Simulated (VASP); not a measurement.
```
CELL_PARAMETERS angstrom
      2.67843     0.00000     0.00000
      0.00000     2.67843     0.00000
      0.00000     0.00000     3.73189
ATOMIC_POSITIONS crystal
  Co 0.00000 0.00000 0.00000
  Pt 0.50000 0.50000 0.50000
```
Starting moments (μB, in the order of the record's atoms Co Pt): 2.2 0.3.

The numbers are results of r2SCAN meta-GGA, VASP's PBE PAW potentials (set 64) (plane waves; VASP 6.6.1), not measurements. Numerical set-up: 520 eV cut-off, 15×15×11 Γ-centred mesh, tetrahedra with Blöchl corrections, potentials Co Pt.

### Question
The job: CoPt (L1_0), 2 atoms, r2SCAN, static run, 520 eV, 15×15×11 Γ-centred mesh. Roughly how much core time does it take on a busy server core?

### Answer
About 8 core-minutes (one run on a shared machine, a rough figure). It had 216 irreducible k-points, 14 bands, up to 738 plane waves and 30 electronic steps.

The compound is CoPt in the L1_0 structure. It was relaxed first. The spin order is the one that the start imposed; others were not tried in this run.
